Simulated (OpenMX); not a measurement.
Input of an OpenMX 3.8.5 run:

Contents of run.py:

```python
from ase.io import read
from ase.calculators.openmx import OpenMX
from ase.calculators.mixing import SumCalculator
from dftd4.ase import DFTD4

atoms = read('POSCAR')

def calculator():
    omx = OpenMX(
        label='HfC',
        command='openmx',
        nohup=True,
        xc='GGA-PBE',
        kpts=(9, 9, 9),
        system_currentdirectory='./',
        data_path='./DFT_DATA13',
        level_of_fileout=1,
        definition_of_atomic_species=[['Hf', 'Hf7.0-s3p2d2f1', 'Hf_PBE13'], ['C', 'C6.0-s2p2d1', 'C_PBE13']],
        atoms_speciesandcoordinates_unit='Ang',
        atoms_speciesandcoordinates=[['1', 'Hf', '0', '0', '0', 6.0, 6.0], ['2', 'C', '0', '0', '0', 2.0, 2.0]],
        scf_spinpolarization='off',
        scf_electronictemperature=580.226,
        scf_energycutoff=400.0,
        scf_maxiter=60,
        scf_eigenvaluesolver='band',
        scf_mixing_type='simple',
        scf_init_mixing_weight=0.05,
        scf_min_mixing_weight=0.001,
        scf_max_mixing_weight=0.3,
        scf_mixing_history=25,
        scf_mixing_startpulay=8,
        scf_criterion=1e-08,
        voronoi_charge=True,
        energy_decomposition=True,
    )
    return SumCalculator([omx, DFTD4(method='pbe')])

atoms.calc = calculator()
print('forces_eV_A', atoms.get_forces().round(6).tolist())
print('energy_eV', round(atoms.get_potential_energy(), 6))
print('dispersion_eV', round(atoms.calc.mixer.calcs[1].get_potential_energy(atoms), 6))
```

The input POSCAR:

```
HfC
1.0
    0.0000000000      2.3250000000      2.3250000000
    2.3250000000      0.0000000000      2.3250000000
    2.3250000000      2.3250000000      0.0000000000
Hf C
1 1
Direct
    0.5007030000      0.5048610000      0.4979750000
   -0.0073650000      0.0055420000      0.0021690000
```

Potentials or basis: OpenMX 2013 PBE set, Hf7.0-s3p2d2f1, C6.0-s2p2d1, grid cutoff 400 Ry.

Run with:

```console
$ python run.py > run.log
```

(1) Predict the Voronoi charges.

(2) Predict the dispersion energy per atom.

(3) What does it give for the largest force?

(4) What does it give for the band gap on the k mesh?

Answers

(1) Hf +1.77; C -1.77 e.

(2) -0.250 eV.

(3) 0.180 eV/Å.

(4) none (metal or under the smearing width).

Caveat: the basis of atomic orbitals isn't converged, which shifts pressures, moduli and gaps.
